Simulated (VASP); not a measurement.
Write the native input for VASP 6.6.1 that does the following.

```
Task                   : single point
Functional             : PBEsol
Potentials or basis    : VASP PAW PBE potentials, release 64 (Cu)
Cutoff                 : 520 eV
k mesh                 : 20 × 20 × 20
Occupations            : gaussian, width 0.5 eV
Spin                   : no spin polarisation
Further INCAR settings : ALGO = Fast; EDIFF = 1e-06; NBANDS = 12
```

The structure of Cu lies in POSCAR:

```
Cu
1.0
   -1.4478500000      1.4478500000      1.3611800000
    1.4478500000     -1.4478500000      1.3611800000
    1.4478500000      1.4478500000     -1.3611800000
Cu
1
Direct
    0.0000000000      0.0000000000      0.0000000000
```

This isn't the form of Cu at room conditions, which is fcc.

One way to write it, as run:

INCAR

```
PREC = Accurate ; ENCUT = 520
EDIFF = 1E-6 ; ISMEAR = 0
SIGMA = 0.5 ; LREAL = F
LASPH = T ; NELM = 60
ALGO = Fast ; ISIF = 2
LWAVE = F ; LCHARG = F
GGA = PS ; NBANDS = 12
```

KPOINTS

```
regular mesh
0
Gamma
  20 20 20
```

Potentials or basis: VASP PAW PBE potentials, release 64 (Cu).

Launch:

```console
$ cat potpaw_PBE.64/Cu/POTCAR > POTCAR
$ mpirun -np 1 vasp_std > vasp.out
```

It gave:

```yaml
Pressure: 0.1 GPa
Band_gap_on_the_k_mesh: none (metal or under the smearing width)
```

Caveat: the PAW data sets were made with another functional, which shifts forces and pressure a little.

It took 45 s on 1 thread of Intel(R) Xeon(R) Platinum 8488C (Sapphire Rapids), with other jobs on the host, peak memory 0.19 GiB.
